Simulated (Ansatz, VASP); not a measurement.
This is a calculation of ZnCu for Ansatz 0.2.0.

File input.yaml:

```yaml
crystal:
  lattice:
    - [2.9252343038, 0.0, 0.0]
    - [0.0, 2.9252343038, 0.0]
    - [0.0, 0.0, 2.9252343038]
  atoms:
    - { symbol: Zn, position: [0.5, 0.5, 0.5] }
    - { symbol: Cu, position: [0.0, 0.0, 0.0] }
hamiltonian:
  xc: pbe
  pseudopotentials: { kind: paw }
kpoints:
  mp_grid: { grid: [9, 9, 9] }
scf:
  occupations: { method: fermi_dirac, width: 0.05 }
output:
  forces: true
  stress: true
  eigenvalues: true
```

Potentials or basis: Ansatz PAW.

Run with:

```sh
$ ansatz run input.yaml --threads 2 --pin off --max-ram 5120MiB --backend cpu --events-out ev --progress --plain --runs-dir out
```

Set up the same calculation for VASP 6.6.1. Potentials there: VASP PAW PBE potentials, release 64 (Zn, Cu).

As run (the cutoff follows the program's own potentials):

Contents of INCAR:

```
SYSTEM = ZnCu
  ALGO = Normal
  EDIFF = 1E-7
  ENCUT = 520
  GGA = PE
  ISIF = 2
  ISMEAR = -1
  LASPH = .TRUE.
  LCHARG = .FALSE.
  LREAL = .FALSE.
  LWAVE = .FALSE.
  NBANDS = 18
  NELM = 80
  PREC = Accurate
  SIGMA = 0.05
```

The input KPOINTS:

```
k-points
0
G
  9 9 9
  0 0 0
```

Contents of POSCAR:

```
ZnCu
1.0
    2.9252343038      0.0000000000      0.0000000000
    0.0000000000      2.9252343038      0.0000000000
    0.0000000000      0.0000000000      2.9252343038
Zn Cu
1 1
Direct
    0.5000000000      0.5000000000      0.5000000000
    0.0000000000      0.0000000000      0.0000000000
```

Potentials or basis: VASP PAW PBE potentials, release 64 (Zn, Cu).

Run with:

```console
$ cat potpaw_PBE.64/Zn/POTCAR potpaw_PBE.64/Cu/POTCAR > POTCAR
$ mpirun -np 1 vasp_std > vasp.out
```

Both were run:

|  | VASP | Ansatz | Ansatz less VASP |
| --- | --- | --- | --- |
| gap on the k mesh at the Fermi level (eV) | none | none | - |
| pressure (GPa) | 5.8 | 5.2 | -0.57 |

A gap of «none» marks a metal or a gap that the smearing closes. The two sets of potentials don't hold the same shells in valence.
